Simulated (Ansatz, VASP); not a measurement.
**Two plane-wave programs on Ti**

Contents of INCAR:

```
PREC = Accurate ; ENCUT = 520
EDIFF = 1E-8 ; ISMEAR = -1
SIGMA = 0.05 ; LREAL = F
LASPH = T ; NELM = 100
ALGO = Normal ; ISIF = 2
LWAVE = F ; LCHARG = F
GGA = PS ; LEFG = T
NBANDS = 12
```

File KPOINTS:

```
Automatic mesh
0
Gamma
  14 14 14
```

Contents of POSCAR:

```
Ti
1.0
   -1.6679064215      1.6679064215      1.6679064215
    1.6679064215     -1.6679064215      1.6679064215
    1.6679064215      1.6679064215     -1.6679064215
Ti
1
Direct
    0.0000000000      0.0000000000      0.0000000000
```

Input for Ansatz:

```yaml
crystal:
  lattice:
    - [-1.6679064215, 1.6679064215, 1.6679064215]
    - [1.6679064215, -1.6679064215, 1.6679064215]
    - [1.6679064215, 1.6679064215, -1.6679064215]
  atoms:
    - { symbol: Ti, position: [0.0, 0.0, 0.0] }
kpoints:
  mp_grid: { grid: [14, 14, 14] }
scf:
  occupations: { method: fermi_dirac, width: 0.05 }
hamiltonian:
  xc: pbesol
  pseudopotentials: { kind: paw }
output:
  forces: true
  stress: true
  eigenvalues: true
  efg: { contact_densities: true }
```

Change from the starting cell: volume scaled by 1.05, PAW files.

Alike in both runs: task electric field gradients; functional PBEsol; k mesh 14 × 14 × 14; occupations fermi-dirac, width 0.05 eV; no spin polarisation.

|  | VASP | Ansatz |
| --- | --- | --- |
| version | VASP 6.6.1 | Ansatz 0.2.0 |
| potentials or method | VASP PAW PBE potentials, release 64 (Ti_sv) | PAW with Ansatz's default frozen-core files, scalar-relativistic |
| plane-wave cutoff (eV) | 520 | 420 |
| valence electrons in the cell | 12 | 12 |

VASP gave:

| Item | Value |
| --- | --- |
| pressure (GPa) | -10.8 |
| Vzz of the field gradient on the site that differs most (V/Å²) | 0.0 |

What did Ansatz give for the same quantities?

Pressure (GPa): -10.7; Vzz of the field gradient on the site that differs most (V/Å²): 0.0.

The functional is the same, so the differences come from potentials, cutoffs and numerics.

Caveats: the PAW data sets were made with another functional, which shifts forces and pressure a little (VASP).
